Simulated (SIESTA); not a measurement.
Sb:

```
CELL_PARAMETERS angstrom
2.15420 1.24373 3.75800
-2.15420 1.24373 3.75800
0.00000 -2.48746 3.75800
ATOMIC_POSITIONS crystal
Sb 0.76651 0.76651 0.76651
Sb 0.23349 0.23349 0.23349
```

```yaml
Program: SIESTA 5.4.2
Task: relaxation of cell and atoms
Functional: RPBE
Potentials_or_basis: PseudoDojo 0.4 standard (PBE files)
Basis: DZP (energy shift 0.003 Ry; two zetas on semicore shells)
Grid_cutoff: 500 Ry
Energy_shift: 0.003 Ry
k_mesh: 8 × 8 × 8
Occupations: fermi-dirac, width 0.05 eV
Spin: no spin polarisation
```

At the start: pressure 4.9 GPa; volume 30.21 Å³/atom.

Q: Where does the relaxation end?

A: Over 13 steps the energy falls by 39.7 meV/atom and the volume is 33.08 Å³/atom (+9.5 %); space group R-3m (No. 166, to 0.05 Å).

The path:
| step | energy change (eV) | largest force (eV/Å) | pressure (GPa) | volume (Å³) |
| --- | --- | --- | --- | --- |
| 1 | 0.0000 | 0.3973 | 4.90 | 60.41 |
| 2 | -0.0352 | 0.2324 | 3.47 | 61.62 |
| 3 | -0.0743 | 0.1020 | 0.49 | 64.74 |
| 4 | -0.0754 | 0.1267 | 0.16 | 65.19 |
| 5 | -0.0766 | 0.1227 | -0.03 | 65.56 |
| 6 | -0.0783 | 0.0729 | -0.22 | 66.10 |
| 7 | -0.0789 | 0.0289 | -0.15 | 66.15 |
| 8 | -0.0791 | 0.0027 | -0.01 | 66.04 |
| 9 | -0.0791 | 0.0051 | 0.02 | 66.00 |
| 10 | -0.0792 | 0.0072 | 0.09 | 65.92 |
| 11 | -0.0793 | 0.0066 | 0.10 | 65.94 |
| 12 | -0.0794 | 0.0033 | 0.07 | 66.05 |
| 13 | -0.0794 | 0.0003 | 0.02 | 66.16 |

Final structure:
```
Sb
1.0
     2.21674    1.27984    3.88679
    -2.21674    1.27984    3.88679
     0.00000   -2.55967    3.88679
Sb
2
Cartesian
  0.0000 0.0000 8.9433
  0.0000 0.0000 2.7171
```

Caveat: the potentials were made for another functional, which shifts forces and pressure; the basis of atomic orbitals isn't converged, which shifts pressures, moduli and gaps.
